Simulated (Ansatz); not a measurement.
The cell is COD entry 9011965, as deposited and not checked against the literature; nothing was relaxed.

Bi2Se3: DFT, PBE, PAW with Ansatz's default frozen-core files, scalar-relativistic (Ansatz 0.2.0).

Command: `ansatz run input.yaml --threads 2 --pin off --max-ram 6144MiB --backend cpu --events-out ev --progress --plain --runs-dir out` The run took 39 s on 2 threads of Arm Neoverse V1, with other jobs on the host, peak memory 0.69 GiB.

```yaml
crystal:
  lattice:
    - [2.0714992968, 1.1959806766, 9.54533]
    - [-2.0714992968, 1.1959806766, 9.54533]
    - [0.0, -2.3919613533, 9.54533]
  atoms:
    - { symbol: Bi, position: [0.4008, 0.4008, 0.4008] }
    - { symbol: Bi, position: [0.5992, 0.5992, 0.5992] }
    - { symbol: Se, position: [0.0, 0.0, 0.0] }
    - { symbol: Se, position: [0.2117, 0.2117, 0.2117] }
    - { symbol: Se, position: [0.7883, 0.7883, 0.7883] }
kpoints:
  mp_grid: { grid: [6, 6, 6] }
  band_path:
    path:
      - [0.0, 0.0, 0.0]
      - [0.5, 0.5, 0.5]
      - [0.8228674673, 0.1771325327, 0.5]
      - [0.5, -0.1771325327, 0.1771325327]
      - [0.5, 0.0, 0.0]
      - [0.0, 0.0, 0.0]
      - [0.3385662664, -0.3385662664, 0.0]
      - [0.6614337336, 0.0, 0.3385662664]
      - [0.5, 0.0, 0.5]
    npoints: 14
scf:
  occupations: { method: fermi_dirac, width: 0.03 }
hamiltonian:
  xc: pbe
  pseudopotentials: { kind: paw }
output:
  forces: true
  stress: true
  eigenvalues: true
  efg: { contact_densities: true }
  populations: true
  bader: true
  dos: { projected: true, de: 0.2, e_range: [-14, 8] }
  write_density: true
  write_potential: true
  elf: true
  volumetric_format: npy
```

Output:

```
basis.fft_grid_basis auto: the FFT boxes are laid along the combinations [[1, -1, 0], [0, 1, 0], [0, -1, 1]] of the cell's own vectors, 4.143, 9.840 and 4.143 Å long. The dense box has 30×72×30 points. Along the cell's own vectors, as sized, it would have 72×72×72, 5.76 times as many. Of the 12 symmetry operations that the crystal satisfies within crystal.symmetry.tolerance (time reversal apart; of a slab, those that keep its plane) the dense box along the cell's own vectors carries 12, and the one as laid loses 8 of those. basis.fft_grid_basis: typed keeps the cell's own vectors: state it where this run's energies or levels are differenced outside the engine with another run's, or held beside a run that keeps those vectors. Those combinations have planes normal to reciprocal vector 3, as the cell's own vectors have. Each planar average written beside output.write_density, output.write_potential has a row for each plane of the box: 30. The volumetric files lie along those combinations, not along the cell's own vectors: a cube or XSF file states them, and fields.json those of NumPy files.
Bi: output.efg is read without spin–orbit coupling, which moves field gradients at and beside such atoms by some per cent and up to a factor of two; PAW files take it under magnetization.noncollinear and magnetization.spin_orbit
Engine: ansatz 0.2.0
Pseudopotentials: kind: paw
Pseudopotential: Bi, paw, valence charge 15, recommended cutoff 420 eV (normal)
Pseudopotential: Se, paw, valence charge 16, recommended cutoff 420 eV (normal)
Functional definition: PBE
  parameter kappa = 0.804
  parameter beta = 0.06672455060314922
  exchange = pbe_x(kappa = kappa, mu = beta*pi^2/3)
  correlation = pbe_c(beta = beta)
Crystal: 5 atoms, lattice volume = 141.890 Å³
Basis set: ecut = 420 eV, 2743 PW (Γ), FFT grids on a1−a2, a2, −a2+a3, exchange–correlation on 60×144×60 points (8 copies of the dense FFT grid, shifted against one another)
Bands: 47, of which v1, the nominal top of the filled ones, is band 39 counted from 1 (38 counted from 0)
Symmetry: 12 space group operations
Space group: R-3m (ITA 166), of the structure as read, at distance tolerance 5.2e-5 Å
k-points: 32 of 216
Non-local potential: Bi, projectors of the file, l = 0: 2, l = 1: 2, l = 2: 2, l = 3: 2
Non-local potential: Se, projectors of the file, l = 0: 2, l = 1: 2, l = 2: 3, l = 3: 1
PAW form: soft (Blöchl's): semilocal exchange-correlation on the pseudo side does not see the compensation charge
PAW one-centre angular grid: Bi, 590 points (default); XC on 64 Gauss nodes
PAW one-centre angular grid: Se, 590 points (default); XC on 64 Gauss nodes
Initial density: superposition of atomic densities (neutral atoms: chi_scale 0, normalization atom), corrected by the library's trained network
Initial wavefunctions: pseudopotential atomic-orbital guess
Functional: x = pbe(κ = 0.804, μ = 0.2195149727645171), c = pbe(β = 0.06672455060314922)
SCF iter   1: F=—  HF=-41202.216284 eV  |F-HF|=—  |Δ(HF+E_count)|=         —  Δρ=1.32e-3  dr2=4.17e-3  ethr=1.77e-3  ⟨swp⟩=7.9  Hψ=6054  notcnv=0  defer=4
preconditioner: auto → Resta (q_TF=auto, 2.469 Å⁻¹)  ε∞=4.1  [insulator: Δε(μ)=0.207 eV  Ē_g=9.371 eV  σ=0.030 eV  W_gap=0.94  n_scr=36 (ndim 8)  ℏωp=16.5 eV  f_vac=0.033  D(μ)=0.02/eV (n_scr^D=0)  ε∞_Penn≈4.1]
SCF iter   2: F=—  HF=-41202.214457 eV  |F-HF|=—  |Δ(HF+E_count)|=   1.83e-3  Δρ=6.40e-4  dr2=6.12e-4  ethr=5.35e-6  ⟨swp⟩=2.1  Hψ=2812  notcnv=0  defer=41
SCF iter   3: F=—  HF=-41202.214579 eV  |F-HF|=—  |Δ(HF+E_count)|=   1.22e-4  Δρ=3.18e-4  dr2=1.67e-4  ethr=7.84e-7  ⟨swp⟩=2.7  Hψ=2417  notcnv=0  defer=41
SCF iter   4: F=—  HF=-41202.214683 eV  |F-HF|=—  |Δ(HF+E_count)|=   1.04e-4  Δρ=1.05e-4  dr2=2.96e-5  ethr=2.14e-7  ⟨swp⟩=2.1  Hψ=2153  notcnv=0  defer=41
SCF iter   5: F=—  HF=-41202.214679 eV  |F-HF|=—  |Δ(HF+E_count)|=   4.29e-6  Δρ=4.15e-5  dr2=3.09e-6  ethr=3.79e-8  ⟨swp⟩=2.8  Hψ=2638  notcnv=0  defer=41
SCF iter   6: F=—  HF=-41202.214682 eV  |F-HF|=—  |Δ(HF+E_count)|=   3.36e-6  Δρ=1.35e-5  dr2=4.49e-7  ethr=3.96e-9  ⟨swp⟩=2.0  Hψ=2702  notcnv=0  defer=41
SCF iter   7: F=-41202.214682 eV  HF=-41202.214682 eV  |F-HF|=4.54e-8  |Δ(HF+E_count)|=   3.12e-7  Δρ=5.89e-6  dr2=5.08e-8  ethr=1.28e-10  ⟨swp⟩=14.2  Hψ=12771  notcnv=0
SCF 1 converged in 7 iterations: F = -41202.214682 eV  dr2 = 5.08e-8
  Residual-converged pass: ⟨swp⟩=1.0  Hψ=1632  notcnv=0  max |occ|·‖R‖ = 7.0e-9 eV (tolerance 1.0e-8 eV)  dr2=5.08e-8  dr2_onsite=2.12e-8  max |Δocc| = 7.6e-11
  greatest PAW one-centre occupation: 1.000 electrons in one spin orbital (limit 2), on the Se atom at site 4 (counted from 0), in its partial waves of l = 2
NSCF: frozen V_eff on 113 k-points
SCF converged after 7 iterations
Free energy (F): -41202.214682 eV
Harris-Foulkes:  -41202.214682 eV  (|F-HF|=4.54e-8)
Internal energy: -41202.214617 eV  (E = F + TS)
E sigma→0 (E₀):  -41202.214650 eV
Entropy (-TS):   -0.000066 eV (-0.013 meV/atom)
Fermi energy:    9.187520 eV
--- Per-component energies (eV) ---
  E_band       = -1339.065486
  E_kinetic    = 957.905894
  E_local      = -10358.448285  (includes V_loc(G=0)·N_el)
  E_nonlocal   = -663.308544
  E_hartree    = 4612.153260
  E_xc         = -617.049968
  E_vxc        = -584.942064  (∫ρ·V_xc dr)
  E_paw        = -27059.084981  (= ΣΔE_a)
  E_vpaw       = 85.419870  (= ΣTr[D̂ρ^β])
  E_aug_tail   = -0.002644  (compensation charges beyond the density's cutoff)
  E_ewald      = -8074.379348
  E_smearing   = -0.000066  (= −TS)
  E_closure    = 0.000000  (closes the sum)
  Σ components = -41202.214682   (vs F -41202.214682, Δ=0.00e0)
--- Forces (eV/Å), atoms counted from 1 ---
  atom   1  Bi     0.00000000     0.00000000    -0.18120984
  atom   2  Bi     0.00000000    -0.00000000     0.18120984
  atom   3  Se     0.00000000     0.00000000     0.00000000
  atom   4  Se    -0.00000000     0.00000000    -0.17586022
  atom   5  Se     0.00000000    -0.00000000     0.17586022
  max |Σ_I F_I| component: 2.78e-17 eV/Å
--- Stress (GPa, compression-positive) ---
        2.508988       0.000000      -0.000000
        0.000000       2.508988      -0.000000
       -0.000000      -0.000000       2.556203
  P = ⅓ Tr σ = 2.5247 GPa (25.247 kbar)
--- PAW observables at the nuclei: V_zz in 10²¹ V/m², potentials from the cell's mean, atoms counted from 1 ---
  atom   1  Bi V_zz =    +0.221935   η = 0.0000   by run symmetry: allowed
            electrostatic potential = -17828.229687 V   contact ρ = 17906684.493917 e/Å³
  atom   2  Bi V_zz =    +0.221935   η = 0.0000   by run symmetry: allowed
            electrostatic potential = -17828.229687 V   contact ρ = 17906684.493917 e/Å³
  atom   3  Se V_zz =    +7.638628   η = 0.0000   by run symmetry: allowed
            electrostatic potential = -4712.322417 V   contact ρ = 262886.987364 e/Å³
  atom   4  Se V_zz =    -1.549491   η = 0.0000   by run symmetry: allowed
            electrostatic potential = -4712.159976 V   contact ρ = 262894.023963 e/Å³
  atom   5  Se V_zz =    -1.549491   η = 0.0000   by run symmetry: allowed
            electrostatic potential = -4712.159976 V   contact ρ = 262894.023963 e/Å³
--- Band table (eV; the first three rows and the last of 32) ---
  k-point 0: bands = ["-38.3096", "-38.3096", "-38.3093", "-38.3093", "-38.3051", "-38.3051", "-38.3046", "-38.3046", "-38.3026", "-38.3024", "-38.1707", "-38.1623", "-38.1623", "-38.1312", "-38.1312", "-14.0543", "-14.0543", "-14.0524", "-14.0524", "-14.0427", "-14.0401", "-14.0320", "-14.0320", "-14.0293", "-14.0293", "-5.3620", "-4.6337", "-3.7652", "-0.4410", "0.3263", "6.8870", "6.9652", "7.2016", "7.2016", "7.2058", "7.2058", "7.8639", "7.8639", "9.0772", "9.2978", "10.4746", "10.4746", "11.2059", "11.7974", "11.7974", "14.9169", "16.0880"]
  k-point 1: bands = ["-38.3096", "-38.3096", "-38.3093", "-38.3092", "-38.3051", "-38.3051", "-38.3046", "-38.3046", "-38.3026", "-38.3024", "-38.1707", "-38.1623", "-38.1623", "-38.1312", "-38.1312", "-14.0582", "-14.0557", "-14.0481", "-14.0463", "-14.0393", "-14.0367", "-14.0349", "-14.0327", "-14.0322", "-14.0292", "-5.1111", "-4.4227", "-3.6219", "-0.6131", "0.0397", "5.7216", "5.8256", "6.4166", "6.5320", "7.1182", "7.7644", "7.7819", "7.9867", "8.3988", "10.4344", "10.8545", "11.1553", "11.2793", "11.8387", "12.4634", "14.2038", "15.1020"]
  k-point 2: bands = ["-38.3095", "-38.3095", "-38.3093", "-38.3091", "-38.3052", "-38.3051", "-38.3047", "-38.3045", "-38.3025", "-38.3024", "-38.1707", "-38.1623", "-38.1623", "-38.1312", "-38.1311", "-14.0682", "-14.0640", "-14.0438", "-14.0405", "-14.0393", "-14.0375", "-14.0287", "-14.0285", "-14.0265", "-14.0256", "-4.4085", "-3.9062", "-3.3258", "-1.2403", "-0.6789", "4.2521", "5.3336", "5.7093", "5.9665", "6.3587", "6.6721", "7.6132", "7.8444", "8.5138", "10.1080", "11.1525", "11.4323", "12.1230", "12.7654", "13.3367", "13.5682", "15.5547"]
  k-point 31: bands = ["-38.3096", "-38.3096", "-38.3093", "-38.3093", "-38.3051", "-38.3051", "-38.3046", "-38.3046", "-38.3026", "-38.3024", "-38.1707", "-38.1623", "-38.1623", "-38.1312", "-38.1312", "-14.0543", "-14.0543", "-14.0524", "-14.0524", "-14.0425", "-14.0403", "-14.0320", "-14.0320", "-14.0293", "-14.0293", "-5.2012", "-4.9696", "-3.4740", "-0.8809", "0.7020", "6.3864", "7.0858", "7.0858", "7.4462", "7.4462", "7.5400", "7.6952", "7.6952", "8.6247", "9.7107", "10.7820", "10.7820", "11.1387", "11.4580", "11.4580", "14.8705", "15.7613"]
--- Löwdin populations: 5 sites ---
  site symbol       q [e]
     0     Bi     14.3494
     1     Bi     14.3494
     2     Se     16.4996
     3     Se     16.3095
     4     Se     16.3095
  spilling = 0.002341 (of n_electrons = 78.000000)
--- Bader charges: 5 sites ---
  site symbol  charge [e]  shift [e]
     0     Bi      1.0211     0.0000
     1     Bi      1.0211     0.0000
     2     Se     -0.8379     0.0000
     3     Se     -0.6021     0.0000
     4     Se     -0.6021     0.0000
  estimated error of the sums over rays = 2.7e-4 e
```

populations.tsv:

```
# site	symbol	l	j	q
# orbitals = lowdin
# n_electrons = 78.000000
# spilling = 0.002341
0	Bi	0_6S	-	1.967012
0	Bi	1_6P	-	2.383764
0	Bi	2_5D	-	9.998663
1	Bi	0_6S	-	1.967012
1	Bi	1_6P	-	2.383764
1	Bi	2_5D	-	9.998663
2	Se	0_4S	-	1.875560
2	Se	1_4P	-	4.624178
2	Se	2_3D	-	9.999864
3	Se	0_4S	-	1.895710
3	Se	1_4P	-	4.413913
3	Se	2_3D	-	9.999840
4	Se	0_4S	-	1.895710
4	Se	1_4P	-	4.413913
4	Se	2_3D	-	9.999840
```

bader_charges.tsv:

```
# site	symbol	x_ang	y_ang	z_ang	partial_charge_e	electrons	volume_ang3	relative_density_drop	shared_charge_e	partial_wave_shift_e
# quadrature_error_electrons = 2.7e-4
0	Bi	0.0000	0.0000	11.4773	1.02109	81.97891	24.63	-	1.02109	0.00000
1	Bi	0.0000	0.0000	17.1587	1.02107	81.97893	24.63	-	1.02107	0.00000
2	Se	0.0000	0.0000	0.0000	-0.83791	34.83791	29.61	-	-0.83791	0.00000
3	Se	0.0000	0.0000	6.0622	-0.60212	34.60212	31.51	-	-0.60212	0.00000
4	Se	0.0000	0.0000	22.5738	-0.60212	34.60212	31.51	-	-0.60212	0.00000
```
